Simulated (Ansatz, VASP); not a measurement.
Given: the input of a run of Ansatz 0.2.0 on InAs.

Contents of input.yaml:

```yaml
crystal:
  lattice:
    - [0.0, 3.018, 3.018]
    - [3.018, 0.0, 3.018]
    - [3.018, 3.018, 0.0]
  atoms:
    - { symbol: In, position: [0.0, 0.0, 0.0] }
    - { symbol: As, position: [0.75, 0.75, 0.75] }
hamiltonian:
  xc: pbe
  pseudopotentials: { kind: paw }
kpoints:
  mp_grid: { grid: [6, 6, 6] }
  band_path:
    path:
      - [[0.0, 0.0, 0.0], [0.5, 0.0, 0.5], [0.5, 0.25, 0.75], [0.375, 0.375, 0.75], [0.0, 0.0, 0.0], [0.5, 0.5, 0.5], [0.625, 0.25, 0.625], [0.5, 0.25, 0.75], [0.5, 0.5, 0.5], [0.375, 0.375, 0.75]]
      - [[0.625, 0.25, 0.625], [0.5, 0.0, 0.5]]
    npoints: 14
scf:
  occupations: { method: fermi_dirac, width: 0.05 }
  n_extra_bands: 6
output:
  forces: true
  stress: true
  eigenvalues: true
  fatbands: true
```

Potentials or basis: Ansatz PAW.

Launch:

```sh
$ ansatz run input.yaml --threads 2 --pin off --max-ram 5632MiB --backend cpu --events-out ev --progress --plain --runs-dir out
```

Question: Set up the same calculation for VASP 6.6.1. Potentials there: VASP PAW PBE potentials, release 64 (In_d, As).

Answer: As run (the cutoff follows the program's own potentials):

INCAR

```
SYSTEM = InAs
PREC = Accurate ; ENCUT = 520
EDIFF = 1E-7 ; ISMEAR = -1
SIGMA = 0.05 ; LREAL = .FALSE.
LASPH = .TRUE. ; NELM = 60
ALGO = Fast ; ISIF = 2
LWAVE = .FALSE. ; LCHARG = .FALSE.
GGA = PE ; NBANDS = 16
```

KPOINTS

```
regular mesh
0
G
  6 6 6
  0 0 0
```

File POSCAR:

```
InAs
1.0
    0.0000000000      3.0180000000      3.0180000000
    3.0180000000      0.0000000000      3.0180000000
    3.0180000000      3.0180000000      0.0000000000
In As
1 1
Direct
    0.0000000000      0.0000000000      0.0000000000
    0.7500000000      0.7500000000      0.7500000000
```

File KPOINTS_OPT:

```
path GXWKGLUWLK,UX
15
line-mode
reciprocal
 0.0000000000  0.0000000000  0.0000000000  G
 0.5000000000  0.0000000000  0.5000000000  X

 0.5000000000  0.0000000000  0.5000000000  X
 0.5000000000  0.2500000000  0.7500000000  W

 0.5000000000  0.2500000000  0.7500000000  W
 0.3750000000  0.3750000000  0.7500000000  K

 0.3750000000  0.3750000000  0.7500000000  K
 0.0000000000  0.0000000000  0.0000000000  G

 0.0000000000  0.0000000000  0.0000000000  G
 0.5000000000  0.5000000000  0.5000000000  L

 0.5000000000  0.5000000000  0.5000000000  L
 0.6250000000  0.2500000000  0.6250000000  U

 0.6250000000  0.2500000000  0.6250000000  U
 0.5000000000  0.2500000000  0.7500000000  W

 0.5000000000  0.2500000000  0.7500000000  W
 0.5000000000  0.5000000000  0.5000000000  L

 0.5000000000  0.5000000000  0.5000000000  L
 0.3750000000  0.3750000000  0.7500000000  K

 0.6250000000  0.2500000000  0.6250000000  U
 0.5000000000  0.0000000000  0.5000000000  X
```

Potentials or basis: VASP PAW PBE potentials, release 64 (In_d, As).

Command:

```console
$ cat potpaw_PBE.64/In_d/POTCAR potpaw_PBE.64/As/POTCAR > POTCAR
$ mpirun -np 1 vasp_std > vasp.out
```

Both were run:

|  | VASP | Ansatz | Ansatz less VASP |
| --- | --- | --- | --- |
| gap on the k mesh at the Fermi level (eV) | none | none | - |
| pressure (GPa) | 4.4 | 4.4 | -0.06 |

A gap of «none» marks a metal or a gap that the smearing closes. The two sets of potentials don't hold the same shells in valence.

Caveats: spin-orbit coupling is left out, which moves the levels of the heavy elements.
